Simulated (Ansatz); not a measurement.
NaH (zincblende), relaxed with r2SCAN in Ansatz. It is cubic, F-43m (No. 216); conventional cell a = 5.194 Å, 17.51 Å³ an atom. Around Na lie 4 H at 2.25 Å; around H lie 4 Na at 2.25 Å.

The axes x, y and z are those of this cell:
```xyz
2
Lattice="0.0000 2.5969 2.5969 2.5969 0.0000 2.5969 2.5969 2.5969 0.0000" Properties=species:S:1:pos:R:3 pbc="T T T"
Na    0.0000    0.0000    0.0000
H     1.2985    1.2985    1.2985
```

Unstrained: With PBE the valence top lies at W and the conduction bottom at L, 3.613 eV higher; the smallest vertical gap, at L, is 4.318 eV. The r2SCAN gap is indirect, 4.049 eV (W to L), below the direct gap of 4.746 eV at L. The HSE06 gap is indirect, 4.616 eV (W to L), below the direct gap of 5.378 eV at L. Meshes: PBE 8×8×8, r2SCAN 8×8×8, HSE06 6×6×6. Strains are changes of length per length. After each strain the atoms were relaxed again with r2SCAN within the symmetry that the strain leaves, so tilts or polar shifts that break it weren't tested; points keep the names that they have in the unstrained zone. Values at 0 K without nuclear motion; spin polarisation is off, and the phase may be a hypothetical one.

**Question.** Apply uniaxial +5.64 % along x, other directions held. How far does the gap move, against the unstrained cell?

**Answer.** PBE: the gap goes from 3.613 to 3.517 eV (-0.096 eV). r2SCAN: the gap goes from 4.049 to 3.945 eV (-0.104 eV). HSE06: the gap goes from 4.616 to 4.498 eV (-0.118 eV). The r2SCAN energy rises by 3.7 meV an atom.

**Question.** Apply isotropic -5.2 % on every length. How far does the gap move, against the unstrained cell?

**Answer.** PBE: the gap goes from 3.613 to 3.735 eV (+0.122 eV). r2SCAN: the gap goes from 4.049 to 4.189 eV (+0.140 eV). HSE06: the gap goes from 4.616 to 4.783 eV (+0.167 eV). The r2SCAN energy rises by 27.5 meV an atom.

**Question.** Estimate what uniaxial +2.56 % along [111], other directions held does to the gap.

**Answer.** PBE: the gap goes from 3.613 to 3.471 eV (-0.142 eV); the edges go from W → L to (0.245, -1/2, -0.245) → L. r2SCAN: the gap goes from 4.049 to 3.905 eV (-0.144 eV); the edges go from W → L to (0.245, -1/2, -0.245) → L. HSE06: the gap goes from 4.616 to 4.465 eV (-0.151 eV); the edges go from W → L to (0.245, -1/2, -0.245) → L. The r2SCAN energy rises by 1.3 meV an atom.

Where an edge lies off the special points, it is a point of the mesh or the k point where a search put PBE's edge or least direct gap, reused for the other functionals, whose own edges may lie a little apart.

Coordinates of k points refer to the reciprocal vectors of the primitive cell of the runs.

The meshes of the hybrids are coarse, so their gaps aren't converged to the digits shown.
